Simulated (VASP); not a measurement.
A run of VASP 6.6.1 is set up as follows.

The input INCAR:

```
SYSTEM = GeSe
ALGO = Normal
EDIFF = 1E-6
EDIFFG = -0.01
ENCUT = 600
GGA = PE
IBRION = 2
ISIF = 3
ISMEAR = 0
IVDW = 12
KPAR = 4
LASPH = .TRUE.
LCHARG = .FALSE.
LREAL = .FALSE.
LWAVE = .FALSE.
NELM = 80
NSW = 90
PREC = Accurate
SIGMA = 0.03
```

File KPOINTS:

```
k-points
0
G
  4 8 6
  0 0 0
```

POSCAR

```
GeSe
1.0
   10.7900000000      0.0000000000      0.0000000000
    0.0000000000      3.8200000000      0.0000000000
    0.0000000000      0.0000000000      4.3800000000
Ge Se
4 4
Direct
    0.1210000000      0.7500000000      0.8940000000
    0.6210000000      0.7500000000      0.6060000000
    0.3790000000      0.2500000000      0.3940000000
    0.8790000000      0.2500000000      0.1060000000
    0.8520000000      0.7500000000      0.4970000000
    0.3520000000      0.7500000000      0.0030000000
    0.6480000000      0.2500000000      0.9970000000
    0.1480000000      0.2500000000      0.5030000000
```

Potentials or basis: VASP PAW PBE potentials, release 64 (Ge_d, Se).

Run with:

```console
$ cat potpaw_PBE.64/Ge_d/POTCAR potpaw_PBE.64/Se/POTCAR > POTCAR
$ mpirun -np 4 vasp_std > vasp.out
```

**Question.** What does it give for the space group after relaxing (to 0.05 Å)?

**Answer.** Pnma (No. 62).

**Question.** Estimate the dispersion energy per atom.

**Answer.** -0.358 eV.

**Question.** Estimate the relaxed volume.

**Answer.** 23.52 Å³/atom.

**Question.** What does it give for the band gap on the k mesh?

**Answer.** 0.71 eV, indirect (least direct gap 0.89 eV).

Final structure:
```yaml
crystal:
  lattice:
    - [10.95973, 0.00000, 0.00000]
    - [0.00000, 3.88180, 0.00000]
    - [0.00000, 0.00000, 4.42316]
  atoms:
    - { symbol: Ge, position: [0.12293, 0.75000, 0.89010] }
    - { symbol: Ge, position: [0.62293, 0.75000, 0.60990] }
    - { symbol: Ge, position: [0.37707, 0.25000, 0.39010] }
    - { symbol: Ge, position: [0.87707, 0.25000, 0.10990] }
    - { symbol: Se, position: [0.85450, 0.75000, 0.49865] }
    - { symbol: Se, position: [0.35450, 0.75000, 0.00135] }
    - { symbol: Se, position: [0.64550, 0.25000, 0.99865] }
    - { symbol: Se, position: [0.14550, 0.25000, 0.50135] }
```

A k mesh can miss the band edges. Zero-point motion and thermal expansion aren't in these numbers.
